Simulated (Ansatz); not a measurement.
# SnH3 (element-swapped structure): how the settings move a relaxation

Question: which choices in the input matter for SnH3 (element-swapped structure)?

Program: Ansatz 0.2.0. Level of theory: reference: DFT PBE, plane waves, PAW, scalar-relativistic, no spin polarisation. These are calculated values, not measurements.

### 1 The structure to begin with

The structure is trigonal, space group R-3c (No. 167). The conventional cell has a = 4.974 Å, b = 4.974 Å, c = 13.197 Å, α = 90.00°, β = 90.00°, γ = 120.00°. Sn (site symmetry -3) is surrounded by 6 H at 1.92 Å. H (site symmetry 2) is surrounded by 2 Sn at 1.92 Å.

Structure file:

```
Sn H
1.0
     2.48724    4.30802    0.00000
    -2.48724    4.30802    0.00000
     0.00000   -2.87202    4.39900
Sn H
2 6
Direct
  0.00000 0.00000 0.00000
  0.50000 0.50000 0.50000
  0.87800 0.62200 0.75000
  0.25000 0.87800 0.75000
  0.62200 0.25000 0.75000
  0.12200 0.37800 0.25000
  0.75000 0.12200 0.25000
  0.37800 0.75000 0.25000
```

### 2 Reference

input.yaml

```yaml
crystal:
  lattice:
    - [2.487241, 4.30802, 0.0]
    - [-2.487241, 4.30802, 0.0]
    - [0.0, -2.872013, 4.398995]
  atoms:
    - { symbol: Sn, position: [0.0, 0.0, 0.0] }
    - { symbol: Sn, position: [0.5, 0.5, 0.5] }
    - { symbol: H, position: [0.878, 0.622, 0.75] }
    - { symbol: H, position: [0.25, 0.878, 0.75] }
    - { symbol: H, position: [0.622, 0.25, 0.75] }
    - { symbol: H, position: [0.122, 0.378, 0.25] }
    - { symbol: H, position: [0.75, 0.122, 0.25] }
    - { symbol: H, position: [0.378, 0.75, 0.25] }
  symmetry: { tolerance: 0.0003 }
kpoints:
  mp_grid: { grid: [5, 5, 5], shift: [0, 0, 0] }
magnetization:
  spin_polarized: false
scf:
  occupations: { method: fermi_dirac, width: 0.0351 }
hamiltonian:
  pseudopotentials: { kind: paw }
  xc: pbe
basis:
  ecutwfc: 420
output:
  forces: true
  stress: true
  eigenvalues: true
relax:
  max_steps: 40
  cell: {}
```

Run with:

```console
$ ansatz run input.yaml --threads 1 --pin off --max-ram 2560MiB --backend cpu --events-out ev --progress --plain --runs-dir out
```

Standard output (excerpt; [...] marks lines left out):

```text
Warning: crystal.lattice misses the space group found at crystal.symmetry.tolerance 3.0e-4 in a digit that the deck types, which is why this is a warning: making the lattice exact moves one of its numbers by a whole unit of that number's last typed decimal, or more. The operation that it [...]
Warning: RAYON_NUM_THREADS=1 ignored (pool sized by the plan → 1); use --threads N
[...]
Pseudopotentials: kind: paw
Pseudopotential: Sn, paw, valence charge 14, recommended cutoff 420 eV (normal), Sn.paw.azcp
Pseudopotential: H, paw, valence charge 1, recommended cutoff 420 eV (normal), H.paw.azcp
Functional definition: PBE
[...]
Crystal: 8 atoms, lattice volume = 94.271 Å³
Basis set: ecut = 420 eV, 1851 PW (Γ), exchange–correlation on 72×72×72 points (8 copies of the dense FFT grid, shifted against one another)
Bands: 25, of which v1, the nominal top of the filled ones, is band 17 counted from 1 (16 counted from 0)
Symmetry: 12 space group operations
Space group: R-3c (ITA 167), of the structure as read, at distance tolerance 1.4e-3 Å
k-points: 19 of 125
[...]
SCF iter   1: F=—  HF=-12140.123835 eV  |F-HF|=—  |Δ(HF+E_count)|=         —  Δρ=3.29e-3  dr2=1.25e-2  ethr=1.77e-3  ⟨swp⟩=6.4  Hψ=2446  notcnv=0  defer=3
[...]
relax step   1: F+E_penalty+E_count = -12140.12076839 eV  Δ(F+E_penalty+E_count) = +0.000e0 eV  max|allowed force component| = 9.421e-2 eV/Å  Δτ_max = 0.0000 Å  P = +8.493 GPa  Ω = 94.271 Å³  (6 SCF iters, dr2 threshold 1.00e-7 eV, accepted)
[...]
  atom   1  Sn     0.00000000     0.00000000     0.00000000
  atom   2  Sn    -0.00000000     0.00000000     0.00000000
  atom   3  H     -0.00065525     0.00000000    -0.00000000
  atom   4  H      0.00032762    -0.00056746     0.00000000
  atom   5  H      0.00032762     0.00056746    -0.00000000
  atom   6  H      0.00065525    -0.00000000     0.00000000
  atom   7  H     -0.00032762     0.00056746    -0.00000000
  atom   8  H     -0.00032762    -0.00056746     0.00000000
[...]
--- Stress (GPa, compression-positive) ---
        0.034067      -0.000000      -0.000000
       -0.000000       0.034067      -0.000000
       -0.000000      -0.000000      -0.005640
  P = ⅓ Tr σ = 0.0208 GPa (0.208 kbar)
--- Band table (eV; the first three rows and the last of 19) ---
[... band rows left out ...]
[...]
--- Relaxed structure (8 steps of the walk, 8 accepted, 2 SCFs on fresh bases) ---
  F+E_penalty+E_count = -12140.86061648 eV   max|allowed force component| = 6.552e-4 eV/Å   (the final SCF, on the basis selected at the relaxed cell)
  cell:  # Å, volume = 124.4932 Å³
    - [2.7996181646911604, 4.8490809030378195, -1.8371935319782866e-7]
    - [-2.7996181646911604, 4.8490809030378195, -1.8371935319782866e-7]
    - [8.572571136576026e-33, -3.2327204283039226, 4.585192579090425]
  atoms:
    - { symbol: Sn, position: [8.594845295933062e-19, -7.588163110277592e-19, 7.71877411408646e-26] }
    - { symbol: Sn, position: [0.5, 0.5, 0.5] }
    - { symbol: H, position: [0.7504223849974467, 0.7495776150025534, 0.7500000000000001] }
    - { symbol: H, position: [0.24999999999999994, 0.7504223849974467, 0.7500000000000001] }
    - { symbol: H, position: [0.7495776150025532, 0.25, 0.75] }
    - { symbol: H, position: [0.2495776150025533, 0.25042238499744673, 0.25] }
    - { symbol: H, position: [0.7499999999999999, 0.24957761500255315, 0.2500000000000001] }
    - { symbol: H, position: [0.25042238499744657, 0.7499999999999997, 0.24999999999999992] }
```

Wall time 27 s (1 thread of an x86-64 CPU, shared host); peak memory 0.48 GiB.

### 3 Changing settings: occupations.method methfessel_paxton, occupations.width 0.005, dispersion d3bjatm, ecutwfc 58.8 Ry

input.yaml, as its differences from that of step 2:

```diff
@@ -20,3 +20,3 @@
 scf:
-  occupations: { method: fermi_dirac, width: 0.0351 }
+  occupations: { method: methfessel_paxton, width: 0.005 }
 hamiltonian:
@@ -24,4 +24,5 @@
   xc: pbe
+  dispersion: d3bjatm
 basis:
-  ecutwfc: 420
+  ecutwfc: "58.8 Ry"
 output:
@@ -30,2 +31,6 @@
   eigenvalues: true
+  write_density: true
+  write_potential: true
+  elf: true
+  volumetric_format: npy
 relax:
```

Run with:

```console
$ ansatz run input.yaml --threads 1 --pin off --max-ram 2560MiB --backend cpu --events-out ev --progress --plain --runs-dir out
```

Standard output (excerpt; [...] marks lines left out):

```text
Warning: crystal.lattice misses the space group found at crystal.symmetry.tolerance 3.0e-4 in a digit that the deck types, which is why this is a warning: making the lattice exact moves one of its numbers by a whole unit of that number's last typed decimal, or more. The operation that it [...]
Warning: RAYON_NUM_THREADS=1 ignored (pool sized by the plan → 1); use --threads N
[...]
Pseudopotentials: kind: paw
Pseudopotential: Sn, paw, valence charge 14, recommended cutoff 420 eV (normal), Sn.paw.azcp
Pseudopotential: H, paw, valence charge 1, recommended cutoff 420 eV (normal), H.paw.azcp
Functional definition: PBE
[...]
Crystal: 8 atoms, lattice volume = 94.271 Å³
Basis set: ecut = 800.0147556320471 eV, 4857 PW (Γ), exchange–correlation on 96×96×100 points (8 copies of the dense FFT grid, shifted against one another)
Bands: 25, of which v1, the nominal top of the filled ones, is band 17 counted from 1 (16 counted from 0)
Symmetry: 12 space group operations
Space group: R-3c (ITA 167), of the structure as read, at distance tolerance 1.4e-3 Å
[...]
[... band rows left out ...]
[...]
--- Relaxed structure (9 steps of the walk, 9 accepted, 1 SCFs on fresh bases) ---
  F+E_penalty+E_count = -12141.54433997 eV   max|allowed force component| = 3.100e-4 eV/Å   (the final SCF, on the basis selected at the relaxed cell)
  cell:  # Å, volume = 121.7489 Å³
    - [2.769802638552507, 4.797438896911274, -1.817627688184843e-7]
    - [-2.769802638552507, 4.797438896911274, -1.817627688184843e-7]
    - [1.2698293895144095e-32, -3.198292424371784, 4.5811747547621]
  atoms:
    - { symbol: Sn, position: [-2.3546184304282702e-18, 3.915890566862652e-19, -1.7273160881137784e-25] }
    - { symbol: Sn, position: [0.49999999999999994, 0.49999999999999994, 0.49999999999999994] }
    - { symbol: H, position: [0.7496949432048085, 0.7503050567951911, 0.75] }
    - { symbol: H, position: [0.24999999999999997, 0.7496949432048086, 0.75] }
    - { symbol: H, position: [0.7503050567951912, 0.2499999999999999, 0.7499999999999999] }
    - { symbol: H, position: [0.2503050567951913, 0.24969494320480864, 0.24999999999999997] }
    - { symbol: H, position: [0.7499999999999999, 0.2503050567951912, 0.2500000000000001] }
    - { symbol: H, position: [0.24969494320480856, 0.7499999999999999, 0.24999999999999992] }
```

It took 73 s on 1 thread of an x86-64 CPU, shared host; peak memory 0.63 GiB.

The energy moves by -86.3 meV/atom, nearly all of it the dispersion term itself (-85.7 meV/atom); that offset belongs to the model and is no gain or loss of stability; the final volume goes from 124.49 to 121.75 Å³.

### 4 Changing settings: dispersion d3bj

input.yaml, as its differences from that of step 2:

```diff
@@ -24,2 +24,3 @@
   xc: pbe
+  dispersion: d3bj
 basis:
```

Run with:

```console
$ ansatz run input.yaml --threads 1 --pin off --max-ram 2560MiB --backend cpu --events-out ev --progress --plain --runs-dir out
```

Standard output (excerpt; [...] marks lines left out):

```text
Warning: crystal.lattice misses the space group found at crystal.symmetry.tolerance 3.0e-4 in a digit that the deck types, which is why this is a warning: making the lattice exact moves one of its numbers by a whole unit of that number's last typed decimal, or more. The operation that it [...]
Warning: RAYON_NUM_THREADS=1 ignored (pool sized by the plan → 1); use --threads N
[...]
Pseudopotentials: kind: paw
Pseudopotential: Sn, paw, valence charge 14, recommended cutoff 420 eV (normal), Sn.paw.azcp
Pseudopotential: H, paw, valence charge 1, recommended cutoff 420 eV (normal), H.paw.azcp
Functional definition: PBE
[...]
Crystal: 8 atoms, lattice volume = 94.271 Å³
Basis set: ecut = 420 eV, 1851 PW (Γ), exchange–correlation on 72×72×72 points (8 copies of the dense FFT grid, shifted against one another)
Bands: 25, of which v1, the nominal top of the filled ones, is band 17 counted from 1 (16 counted from 0)
Symmetry: 12 space group operations
Space group: R-3c (ITA 167), of the structure as read, at distance tolerance 1.4e-3 Å
k-points: 19 of 125
[...]
  P = ⅓ Tr σ = -0.0015 GPa (-0.015 kbar)
--- Band table (eV; the first three rows and the last of 19) ---
[... band rows left out ...]
[...]
--- Relaxed structure (10 steps of the walk, 10 accepted, 2 SCFs on fresh bases) ---
  F+E_penalty+E_count = -12141.56274468 eV   max|allowed force component| = 2.003e-4 eV/Å   (the final SCF, on the basis selected at the relaxed cell)
  cell:  # Å, volume = 121.6693 Å³
    - [2.780136543002466, 4.815337744459165, -1.8244091066521841e-7]
    - [-2.780136543002466, 4.815337744459165, -1.8244091066521841e-7]
    - [2.6420573716607804e-33, -3.2102249908043388, 4.544206652987917]
  atoms:
    - { symbol: Sn, position: [-3.6399653169450315e-19, -4.1303595110726226e-19, -1.0191626296554737e-25] }
    - { symbol: Sn, position: [0.5, 0.5, 0.5] }
    - { symbol: H, position: [0.7498136650640567, 0.7501863349359433, 0.7499999999999999] }
    - { symbol: H, position: [0.24999999999999994, 0.7498136650640566, 0.7499999999999998] }
    - { symbol: H, position: [0.7501863349359432, 0.25, 0.75] }
    - { symbol: H, position: [0.25018633493594333, 0.24981366506405664, 0.25] }
    - { symbol: H, position: [0.7499999999999999, 0.2501863349359434, 0.25000000000000006] }
    - { symbol: H, position: [0.24981366506405664, 0.7499999999999999, 0.24999999999999992] }
```

Wall time 35 s (1 thread of an x86-64 CPU, shared host); peak memory 0.46 GiB.

The energy moves by -87.8 meV/atom, nearly all of it the dispersion term itself (-88.9 meV/atom); that offset belongs to the model and is no gain or loss of stability; the final volume goes from 124.49 to 121.67 Å³.

### 5 Changing settings: eigensolver.kind davidson, scf.algorithm density_mixing, xc r2scan

input.yaml, as its differences from that of step 2:

```diff
@@ -21,5 +21,7 @@
   occupations: { method: fermi_dirac, width: 0.0351 }
+  eigensolver: { kind: davidson }
+  algorithm: density_mixing
 hamiltonian:
   pseudopotentials: { kind: paw }
-  xc: pbe
+  xc: r2scan
 basis:
@@ -30,2 +32,6 @@
   eigenvalues: true
+  write_density: true
+  write_potential: true
+  elf: true
+  volumetric_format: npy
 relax:
```

Run with:

```console
$ ansatz run input.yaml --threads 1 --pin off --max-ram 2560MiB --backend cpu --events-out ev --progress --plain --runs-dir out
```

Standard output (excerpt; [...] marks lines left out):

```text
Warning: crystal.lattice misses the space group found at crystal.symmetry.tolerance 3.0e-4 in a digit that the deck types, which is why this is a warning: making the lattice exact moves one of its numbers by a whole unit of that number's last typed decimal, or more. The operation that it [...]
Warning: basis.ecutwfc = 420 eV is below the records' recommended 500 eV, and the density's cutoff is lower with it unless basis.ecutrho_ratio is high enough to keep the records' density cutoff: compare with a run at a higher cutoff
Warning: RAYON_NUM_THREADS=1 ignored (pool sized by the plan → 1); use --threads N
[...]
Pseudopotentials: kind: paw
Pseudopotential: Sn, paw, valence charge 14, recommended cutoff 500 eV (meta_gga), Sn.paw.azcp
Pseudopotential: H, paw, valence charge 1, recommended cutoff 500 eV (meta_gga), H.paw.azcp
Functional definition: r2SCAN
[...]
Crystal: 8 atoms, lattice volume = 94.271 Å³
Basis set: ecut = 420 eV, 1851 PW (Γ), exchange–correlation on 144×144×144 points (64 copies of the dense FFT grid, shifted against one another)
Bands: 25, of which v1, the nominal top of the filled ones, is band 17 counted from 1 (16 counted from 0)
[...]
        0.001612      -0.000000      -0.000000
       -0.000000       0.001612      -0.000000
       -0.000000      -0.000000      -0.021621
  P = ⅓ Tr σ = -0.0061 GPa (-0.061 kbar)
--- Band table (eV; the first three rows and the last of 19) ---
[... band rows left out ...]
[...]
--- Relaxed structure (10 steps of the walk, 9 accepted, 2 SCFs on fresh bases) ---
  F+E_penalty+E_count = -12169.93967830 eV   max|allowed force component| = 4.348e-4 eV/Å   (the final SCF, on the basis selected at the relaxed cell)
  cell:  # Å, volume = 121.0176 Å³
    - [2.774271205882141, 4.805178682563243, -1.8205600962595412e-7]
    - [-2.774271205882141, 4.805178682563243, -1.8205600962595412e-7]
    - [6.929141857778731e-33, -3.2034522830710275, 4.5389990334396]
  atoms:
    - { symbol: Sn, position: [-1.0130339534626987e-18, -1.1764986848385642e-18, -5.584169260009975e-27] }
    - { symbol: Sn, position: [0.5, 0.5, 0.5000000000000001] }
    - { symbol: H, position: [0.7496096067224659, 0.7503903932775341, 0.75] }
    - { symbol: H, position: [0.25000000000000006, 0.749609606722466, 0.75] }
    - { symbol: H, position: [0.750390393277534, 0.25000000000000006, 0.7500000000000001] }
    - { symbol: H, position: [0.2503903932775341, 0.24960960672246593, 0.25000000000000006] }
    - { symbol: H, position: [0.75, 0.25039039327753415, 0.25000000000000006] }
    - { symbol: H, position: [0.24960960672246593, 0.75, 0.25] }
```

It took 75 s on 1 thread of an x86-64 CPU, shared host; peak memory 0.74 GiB.

Total energies don't compare across a change of functional; the final volume goes from 124.49 to 121.02 Å³. The cutoff is under what these potentials recommend, as the log warns, so basis error is mixed in.

### 6 Changed: n_extra_bands 16

input.yaml, as its differences from that of step 2:

```diff
@@ -21,2 +21,3 @@
   occupations: { method: fermi_dirac, width: 0.0351 }
+  n_extra_bands: 16
 hamiltonian:
```

Run with:

```console
$ ansatz run input.yaml --threads 1 --pin off --max-ram 2560MiB --backend cpu --events-out ev --progress --plain --runs-dir out
```

Standard output (excerpt; [...] marks lines left out):

```text
Warning: crystal.lattice misses the space group found at crystal.symmetry.tolerance 3.0e-4 in a digit that the deck types, which is why this is a warning: making the lattice exact moves one of its numbers by a whole unit of that number's last typed decimal, or more. The operation that it [...]
Warning: RAYON_NUM_THREADS=1 ignored (pool sized by the plan → 1); use --threads N
scf.n_extra_bands = 16 over 17 filled bands (N_el = 34.0): the run solves 33 bands
[...]
Pseudopotentials: kind: paw
Pseudopotential: Sn, paw, valence charge 14, recommended cutoff 420 eV (normal), Sn.paw.azcp
Pseudopotential: H, paw, valence charge 1, recommended cutoff 420 eV (normal), H.paw.azcp
Functional definition: PBE
[...]
Crystal: 8 atoms, lattice volume = 94.271 Å³
Basis set: ecut = 420 eV, 1851 PW (Γ), exchange–correlation on 72×72×72 points (8 copies of the dense FFT grid, shifted against one another)
Bands: 33, of which v1, the nominal top of the filled ones, is band 17 counted from 1 (16 counted from 0)
Symmetry: 12 space group operations
[...]
  P = ⅓ Tr σ = 0.0208 GPa (0.208 kbar)
--- Band table (eV; the first three rows and the last of 19) ---
[...]
--- Relaxed structure (8 steps of the walk, 8 accepted, 2 SCFs on fresh bases) ---
  F+E_penalty+E_count = -12140.86061648 eV   max|allowed force component| = 6.530e-4 eV/Å   (the final SCF, on the basis selected at the relaxed cell)
  cell:  # Å, volume = 124.4933 Å³
    - [2.7996177780116005, 4.849080233289176, -1.8371932782275465e-7]
    - [-2.7996177780116005, 4.849080233289176, -1.8371932782275465e-7]
    - [5.8553081386129056e-33, -3.232719981804737, 4.585194954496858]
  atoms:
    - { symbol: Sn, position: [2.26452514429288e-19, -2.743156772232263e-18, -1.201898423244315e-25] }
    - { symbol: Sn, position: [0.4999999999999999, 0.4999999999999999, 0.5] }
    - { symbol: H, position: [0.7504209067305571, 0.7495790932694426, 0.7499999999999999] }
    - { symbol: H, position: [0.25, 0.7504209067305572, 0.7500000000000001] }
    - { symbol: H, position: [0.7495790932694428, 0.2499999999999999, 0.7499999999999998] }
    - { symbol: H, position: [0.24957909326944272, 0.25042090673055717, 0.25] }
    - { symbol: H, position: [0.7499999999999998, 0.24957909326944266, 0.25000000000000006] }
    - { symbol: H, position: [0.2504209067305571, 0.75, 0.24999999999999994] }
```

It took 31 s on 1 thread of an x86-64 CPU, shared host; peak memory 0.49 GiB.

With the changed band count the energy agrees within 0.5 meV/atom. Cost: 57 SCF cycles against 56.

### 7 Comparison

| run | ending | energy change | pressure (GPa) | gap (eV) | force (eV/Å) | cycles | time |
| --- | --- | --- | --- | --- | --- | --- | --- |
| reference | converged | 0 | 0.0 | 0.00 | 0.00 | 56 | 27 s |
| 1: occupations.method methfessel_paxton, occupations.width 0.005, dispersion d3bjatm, ecutwfc 58.8 Ry | converged | -86.3 meV/atom (σ→0) (offset of the dispersion model) | 0.0 | 0.00 | 0.00 | 74 | 73 s |
| 2: dispersion d3bj | converged | -87.8 meV/atom (offset of the dispersion model) | 0.0 | 0.00 | 0.00 | 68 | 35 s |
| 3: eigensolver.kind davidson, scf.algorithm density_mixing, xc r2scan | converged | not comparable | 0.0 | 0.00 | 0.00 | 74 | 75 s |
| 4: n_extra_bands 16 | converged | 0.0 meV/atom | 0.0 | 0.00 | 0.00 | 57 | 31 s |

Times don't compare one to one where runs were asked for different outputs or read a saved state (see the inputs); cycles may leave out searches for a lower state.

**Reading.** «n_extra_bands 16» leaves the energy as it was. Run 3 ran under the cutoff that the potentials recommend, as the log warns, so basis error is mixed into its values.

The reference has limits of its own: its mesh is coarse for a cell with so small a gap or none.
